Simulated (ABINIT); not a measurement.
# Sb (I4/mmm) in ABINIT: single point with PBE

Aim: the single point of Sb with PBE.

Program: ABINIT 10.8.3 (patched build). These are calculated values, not measurements. Logs are shortened: lines on timing, memory, paths and dates and some standing lists are left out, and cuts for length are marked. The log counts tension as positive stress, the text compression.

## Step 1: The crystal as given

Symmetry: I4/mmm, No. 139, tetragonal system. Conventional cell: a = 3.153 Å, b = 3.153 Å, c = 5.424 Å, α = 90.00°, β = 90.00°, γ = 90.00°. Sb (site symmetry 4/mmm) is surrounded by 12 Sb at 3.15 to 3.51 Å.

This isn't the form of Sb at room conditions, which is rhombohedral.

## Step 2: Single point, PBE

Contents of run.abi:

```
# Pseudopotentials
pp_dirpath "./"
pseudos "Sb.upf"

# Structure
acell 3.5107788243 3.5107788243 3.5107788243 Angstrom
rprim
    -0.4490571073     0.4490571073     0.7724606325
     0.4490571073    -0.4490571073     0.7724606325
     0.4490571073     0.4490571073    -0.7724606325
ntypat 1
znucl 51
natom 1
typat 1
xred
     0.0000000000     0.0000000000     0.0000000000

# Plane-wave basis
ecut 1088.455450 eV

# k points
kptopt 1
ngkpt 9 9 9
nshiftk 1
shiftk 0.0 0.0 0.0

# Exchange and correlation
ixc 11

# Bands and occupations
nband 12
occopt 3
tsmear 0.00183747

# SCF cycle
nstep 100
tolvrs 1.0e-10

# Output
iomode 3
prtwf 0
prtden 0
prteig 0
prtebands 0
enunit 1
```

Potentials or basis: PseudoDojo NC SR PBE v0.4.1 standard.

On the command line:

```bash
mpirun --bind-to none -np 4 abinit run.abi > log 2>&1
```

run.abo:

```text
.Version 10.8.3 of ABINIT
 Symmetries : space group I4/m m m (#139); Bravais tI (body-center tetrag.)
================================================================================
 Values of the parameters that define the memory need of the present run
     intxc =       0    ionmov =       0      iscf =       7    lmnmax =       6
     lnmax =       6     mgfft =      40  mpssoang =       3    mqgrid =    3001
     natom =       1  nloc_mem =       1    nspden =       1   nspinor =       1
    nsppol =       1      nsym =      16    n1xccc =    2501    ntypat =       1
    occopt =       3   xclevel =       2
       mpw =        2226          nfft =       64000          nkpt =          75
================================================================================
================================================================================

--------------------------------------------------------------------------------
------------- Echo of variables that govern the present computation ------------
--------------------------------------------------------------------------------
 -outvars: echo values of preprocessed input variables --------
            acell      6.6344104666E+00  6.6344104666E+00  6.6344104666E+00 Bohr
              amu      1.21753000E+02
             ecut      4.00000000E+01 Hartree
           enunit           1
                       outvar_i_n : Printing only first  50 k-points.
              ixc          11
                       outvar_i_n : Printing only first  50 k-points.
         kptrlatt        9    0    0      0    9    0      0    0    9
          kptrlen      5.36261251E+01
            natom           1
            nband          12
            ngfft          40      40      40
             nkpt          75
            nstep         100
             nsym          16
           ntypat           1
                       prtocc : prtvol=0, do not print more k-points.
           occopt           3
           prtden           0
        prtebands           0
           prteig           0
            prtwf           0
            rprim     -4.4905710730E-01  4.4905710730E-01  7.7246063250E-01
                       4.4905710730E-01 -4.4905710730E-01  7.7246063250E-01
                       4.4905710730E-01  4.4905710730E-01 -7.7246063250E-01
          spgroup         139
           tolvrs      1.00000000E-10
           tsmear      1.83747000E-03 Hartree
            typat      1
                       outvars : Printing only first  50 k-points.
            znucl       51.00000

================================================================================

 chkinp: Checking input parameters for consistency.

================================================================================
== DATASET  1 ==================================================================

--- !DatasetInfo
iteration_state: {dtset: 1, }
dimensions: {natom: 1, nkpt: 75, mband: 12, nsppol: 1, nspinor: 1, nspden: 1, mpw: 2226, }
cutoff_energies: {ecut:  40.0, pawecutdg:  -1.0, }
electrons: {nelect:   1.50000000E+01, charge:   0.00000000E+00, occopt:   3.00000000E+00, tsmear:   1.83747000E-03, }
meta: {optdriver: 0, ionmov: 0, optcell: 0, iscf: 7, paral_kgb: 0, }
...

 Exchange-correlation functional for the present dataset will be:
  GGA: Perdew-Burke-Ernzerhof functional - ixc=11
  J.P.Perdew, K.Burke, M.Ernzerhof, PRL 77, 3865 (1996)

 Real(R)+Recip(G) space primitive vectors, cartesian coordinates (Bohr,Bohr^-1):
 R(1)= -2.9792292  2.9792292  5.1248209  G(1)=  0.0000000  0.1678286  0.0975644
 R(2)=  2.9792292 -2.9792292  5.1248209  G(2)=  0.1678286  0.0000000  0.0975644
 R(3)=  2.9792292  2.9792292 -5.1248209  G(3)=  0.1678286  0.1678286  0.0000000
 Unit cell volume ucvol=  1.8194767E+02 bohr^3
 Angles (23,13,12)=  1.26633590E+02  1.26633590E+02  7.88492627E+01 degrees

 getcut: wavevector=  0.0000  0.0000  0.0000  ngfft=  40  40  40
         ecut(hartree)=     40.000   => boxcut(ratio)=   2.11774

--- Pseudopotential description ------------------------------------------------
- pspini: atom type   1  psp file is ./Sb.upf
12 -101130 2 -1 1434                          pspcod,pspxc,lmax,lloc,mmax
     nproj     2     2     2

   3.99838187E+02                                ecore*ucvol(ha*bohr**3)
--------------------------------------------------------------------------------

================================================================================

--- !BeginCycle
iteration_state: {dtset: 1, }
solver: {iscf: 7, nstep: 100, nline: 4, wfoptalg: 0, }
tolerances: {tolvrs: 1.00E-10, }
...

     iter   Etot(hartree)      deltaE(h)  residm     vres2
 ETOT  1  -90.873159161567    -9.087E+01 6.399E-01 1.174E+00
 ETOT  2  -90.943457618173    -7.030E-02 2.299E-01 4.150E+00
 ETOT  3  -90.943892659634    -4.350E-04 1.349E-01 1.319E+00
 ETOT  4  -90.944083118905    -1.905E-04 8.872E-02 9.317E-04
 ETOT  5  -90.944083676292    -5.574E-07 6.075E-02 7.622E-05
 ETOT  6  -90.944083696700    -2.041E-08 5.080E-02 1.566E-06
 ETOT  7  -90.944083697991    -1.292E-09 2.987E-02 1.284E-08
 ETOT  8  -90.944083698089    -9.769E-11 2.462E-02 7.973E-09
 ETOT  9  -90.944083698097    -7.489E-12 1.959E-02 2.470E-10
 ETOT 10  -90.944083698098    -1.080E-12 1.123E-02 3.478E-11

 At SCF step   10       vres2   =  3.48E-11 < tolvrs=  1.00E-10 =>converged.

 Cartesian components of stress tensor (hartree/bohr^3)
  sigma(1 1)= -5.55999317E-05  sigma(3 2)=  0.00000000E+00
  sigma(2 2)= -5.55999317E-05  sigma(3 1)=  0.00000000E+00
  sigma(3 3)= -7.98546912E-05  sigma(2 1)=  0.00000000E+00

--- !ResultsGS
iteration_state: {dtset: 1, }
comment   : Summary of ground state results
lattice_vectors:
- [ -2.9792292,   2.9792292,   5.1248209, ]
- [  2.9792292,  -2.9792292,   5.1248209, ]
- [  2.9792292,   2.9792292,  -5.1248209, ]
lattice_lengths: [   6.63441,    6.63441,    6.63441, ]
lattice_angles: [126.634, 126.634,  78.849, ] # degrees, (23, 13, 12)
lattice_volume:   1.8194767E+02
convergence: {deltae: -1.080E-12, res2:  3.478E-11, residm:  1.123E-02, diffor: null, }
etotal    :  -9.09440837E+01
entropy   :   0.00000000E+00
fermie    :   3.00937969E-01
cartesian_stress_tensor: # hartree/bohr^3
- [ -5.55999317E-05,   0.00000000E+00,   0.00000000E+00, ]
- [  0.00000000E+00,  -5.55999317E-05,   0.00000000E+00, ]
- [  0.00000000E+00,   0.00000000E+00,  -7.98546912E-05, ]
pressure_GPa:   1.8737E+00
xred      :
- [  0.0000E+00,   0.0000E+00,   0.0000E+00, Sb]
cartesian_forces: # hartree/bohr
- [  0.00000000E+00,   0.00000000E+00,   0.00000000E+00, ]
force_length_stats: {min:   0.00000000E+00, max:   0.00000000E+00, mean:   0.00000000E+00, }
...

 Integrated electronic density in atomic spheres:
 ------------------------------------------------
 Atom  Sphere_radius  Integrated_density
    1        2.00000         11.17321646
================================================================================

 ----iterations are completed or convergence reached----

 Mean square residual over all n,k,spin=   11.353E-05; max=  11.235E-03
 reduced coordinates (array xred) for    1 atoms
       0.000000000000      0.000000000000      0.000000000000
 rms dE/dt=  1.6895E-29; max dE/dt=  1.8933E-29; dE/dt below (all hartree)
    1       0.000000000000      0.000000000000      0.000000000000

 cartesian coordinates (angstrom) at end:
    1      0.00000000000000     0.00000000000000     0.00000000000000

 cartesian forces (hartree/bohr) at end:
    1      0.00000000000000     0.00000000000000     0.00000000000000
 frms,max,avg= 0.0000000E+00 0.0000000E+00   0.000E+00  0.000E+00  0.000E+00 h/b

 cartesian forces (eV/Angstrom) at end:
    1      0.00000000000000     0.00000000000000     0.00000000000000
 frms,max,avg= 0.0000000E+00 0.0000000E+00   0.000E+00  0.000E+00  0.000E+00 e/A
 length scales=  6.634410466564  6.634410466564  6.634410466564 bohr
              =  3.510778824300  3.510778824300  3.510778824300 angstroms
 Fermi (or HOMO) energy (eV) =   8.18894   Average Vxc (eV)= -10.87808
 Eigenvalues (   eV  ) for nkpt=  75  k points:
 kpt#   1, nband= 12, wtk=  0.00137, kpt=  0.0000  0.0000  0.0000 (reduced coord)
 -21.22036  -21.17672  -21.14151  -21.14151  -21.08909   -4.77996   12.80120   13.60505
  13.60505   18.08729   19.09168   19.28157
 prteigrs : prtvol=0 or 1, do not print more k-points.

--- !EnergyTerms
iteration_state     : {dtset: 1, }
comment             : Components of total free energy in Hartree
kinetic             :  5.32748148711876E+01
hartree             :  1.97737069144907E+01
xc                  : -2.27461275007403E+01
Ewald energy        : -5.72585608135406E+01
psp_core            :  2.19754492251063E+00
local_psp           : -6.67359694717591E+01
non_local_psp       : -1.94492529632568E+01
internal            : -9.09438440411080E+01
'-kT*entropy'       : -2.39656989730839E-04
total_energy        : -9.09440836980977E+01
total_energy_eV     : -2.47471458829576E+03
band_energy         : -7.24774429501253E+00
...

 Cartesian components of stress tensor (hartree/bohr^3)
  sigma(1 1)= -5.55999317E-05  sigma(3 2)=  0.00000000E+00
  sigma(2 2)= -5.55999317E-05  sigma(3 1)=  0.00000000E+00
  sigma(3 3)= -7.98546912E-05  sigma(2 1)=  0.00000000E+00

-Cartesian components of stress tensor (GPa)         [Pressure=  1.8737E+00 GPa]
- sigma(1 1)= -1.63580647E+00  sigma(3 2)=  0.00000000E+00
- sigma(2 2)= -1.63580647E+00  sigma(3 1)=  0.00000000E+00
- sigma(3 3)= -2.34940613E+00  sigma(2 1)=  0.00000000E+00

== END DATASET(S) ==============================================================
================================================================================

 -outvars: echo values of variables after computation  --------
            acell      6.6344104666E+00  6.6344104666E+00  6.6344104666E+00 Bohr
           etotal     -9.0944083698E+01
            fcart      0.0000000000E+00  0.0000000000E+00  0.0000000000E+00
            rprim     -4.4905710730E-01  4.4905710730E-01  7.7246063250E-01
                       4.4905710730E-01 -4.4905710730E-01  7.7246063250E-01
                       4.4905710730E-01  4.4905710730E-01 -7.7246063250E-01
           strten     -5.5599931655E-05 -5.5599931655E-05 -7.9854691154E-05
                       0.0000000000E+00  0.0000000000E+00  0.0000000000E+00
 Calculation completed.
```

Run time: 14 s. Hardware: 4 MPI ranks of Arm Neoverse V2, shared host; peak memory 0.32 GiB.

Results:

* Free energy: -2474.7146 eV
* Pressure: 1.9 GPa
* Band gap on the k mesh: none (metal or under the smearing width)
* Valence electrons inside the program's atomic spheres: Sb 11.17 (radii [1.0584] Å)

Levels at points of the mesh, in eV from the Fermi level:
| k point | band 4 | band 5 | band 6 | band 7 | band 8 | band 9 | band 10 | band 11 |
| --- | --- | --- | --- | --- | --- | --- | --- | --- |
| (0.00, 0.00, 0.00) | -29.33 | -29.28 | -12.97 | 4.61 | 5.42 | 5.42 | 9.90 | 10.90 |

The run has no spin-orbit coupling, so splittings on Sb are missing.
